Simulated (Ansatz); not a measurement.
## W under pressure: fit and missing row

W, Im-3m, a = 3.168 Å. Ansatz: r2SCAN, PAW, 500 eV, Γ-centred 18×18×18 mesh on 1 atom, Gaussian smearing 0.10 eV; no spin polarisation. Cell and atoms are relaxed at each pressure, and no other structure is tried, so the rows at high pressure may lie past a change of phase.

```
V (Å³/atom) P (GPa)
     13.819    60.00
     14.695    30.00
     15.238    15.00
          ?     8.00
     15.757     3.01
     15.903    -0.01
     16.057    -3.01
```

**Question.** Take V0 = 15.903 Å³/atom, count pressures from its P0 = -0.01 GPa, fit the third-order Birch–Murnaghan form to the other rows, and predict the missing volume.

**Answer.** With the Eulerian strain f = ½[(V0/V)^(2/3) − 1] and y = (P − P0)/[3f(1 + 2f)^(5/2)], the form is the line y = B0 + 1.5 B0 (B0′ − 4) f. Rows (f, y): 0.04908, 322.5; 0.02704, 324.3; 0.01444, 322.7; 0.00308, 321.9; -0.00320, 317.6. Means f = 0.01809, y = 321.80; Σ(Δf)² = 0.001732, ΣΔfΔy = 0.1287; the slope is their ratio. y = 320.5 + 74.29 f GPa, so B0 = 320.5 GPa and B0′ = 4 + 2 × (74.29)/(3 × 320.5) = 4.15. P = 8.00 GPa is met at f = 0.00799 (y = 321.09), so V = V0 (1 + 2f)^(−3/2) = 15.529 Å³/atom. The run gave 15.530 Å³/atom, so the fit is 0.001 Å³/atom too low, within the rms miss on the fitted rows (0.004 Å³/atom). With a term in f² added B0′ becomes 4.69, so this figure hangs on the form.

The mesh isn't the same in all rows (18×18×18, 20×20×20). Spin–orbit coupling is left out, which can shift energies with elements as heavy as these.